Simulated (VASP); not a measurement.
Input of a VASP 6.6.1 run:

The input INCAR:

```
SYSTEM = MoP
PREC = Accurate
ENCUT = 600
EDIFF = 1E-7
ISMEAR = -1
SIGMA = 0.05
LREAL = .FALSE.
LASPH = .TRUE.
NELM = 60
ALGO = Fast
ISIF = 3
LWAVE = .FALSE.
LCHARG = .FALSE.
GGA = PS
IBRION = 2
NSW = 40
EDIFFG = -0.01
PSTRESS = 50
```

KPOINTS

```
Automatic mesh
0
G
  10 10 8
  0 0 0
```

The input POSCAR:

```
MoP
1.0
    3.2230000000      0.0000000000      0.0000000000
   -1.6115000000      2.7911998764      0.0000000000
    0.0000000000      0.0000000000      3.1910000000
Mo P
1 1
Direct
    0.0000000000      0.0000000000      0.0000000000
    0.3333333333      0.6666666667      0.5000000000
```

Potentials or basis: VASP PAW PBE potentials, release 64 (Mo_sv, P).

Command:

```bash
$ cat potpaw_PBE.64/Mo_sv/POTCAR potpaw_PBE.64/P/POTCAR > POTCAR
$ mpirun -np 1 vasp_std > vasp.out
```

Problem. Predict the band gap on the k mesh.

Solution. None (metal or under the smearing width).

Problem. Estimate the space group after relaxing (to 0.05 Å).

Solution. P-6m2 (No. 187).

Problem. Predict the relaxed volume.

Solution. 13.85 Å³/atom.

The path:
```
step  energy change (eV)  largest force (eV/Å)  pressure (GPa)  volume (Å³)
   1              0.0000                0.0000           -3.53        28.71
   2              0.2201                0.0000           29.59        25.65
   3              0.0027                0.0000            4.69        27.76
   4              0.0035                0.0000            4.94        27.74
   5              0.0041                0.0000            5.11        27.72
   6              0.0046                0.0000            5.17        27.69
   7              0.0045                0.0000            5.18        27.69
   8              0.0029                0.0000            4.65        27.74
   9              0.0040                0.0000            5.01        27.71
```

Caveat: the cell is relaxed towards a set pressure, so the enthalpy falls and the energy may rise; the PAW data sets were made with another functional, which shifts forces and pressure a little.
